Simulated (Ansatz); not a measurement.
**Could BN exist in this structure?**

Plane-wave DFT in Ansatz with scalar-relativistic PAW potentials. The crystal relaxes under PBE to P6_3/mmc with a = 2.512 Å, c = 8.369 Å, 11.44 Å³/atom. No spin polarisation.

```
CELL_PARAMETERS angstrom
2.51218 0.00000 0.00000
-1.25609 2.17561 0.00000
0.00000 0.00000 8.36947
ATOMIC_POSITIONS crystal
B 0.33333 0.66667 0.25000
B 0.66667 0.33333 0.75000
N 0.33333 0.66667 0.75000
N 0.66667 0.33333 0.25000
```

Question: Test it against the elements, against displacements at the zone centre and against strain.

Answer:
- Energy over the elements: -1.252 eV/atom (PBE, standard states in the same functional, gases uncorrected)
- Optical modes at Γ: all 9 real, 50 to 1385 cm⁻¹ (LDA, without the LO-TO term)
- Least eigenvalue of the elastic tensor: 5 GPa (LDA)

It passes all three tests. So it is a local minimum against everything tried and bound against the elements. Modes at other wave vectors, other structures and decomposition into other compounds weren't tested here. The modes and the tensor belong to cells relaxed at their own level (8.70 Å³/atom for the tensor), not to the cell shown; modes and shear constants soften as a cell grows, so the larger cell shown may fail a test that the smaller one passes.

The cell holds layers, and where no dispersion correction was added their binding is poorly described.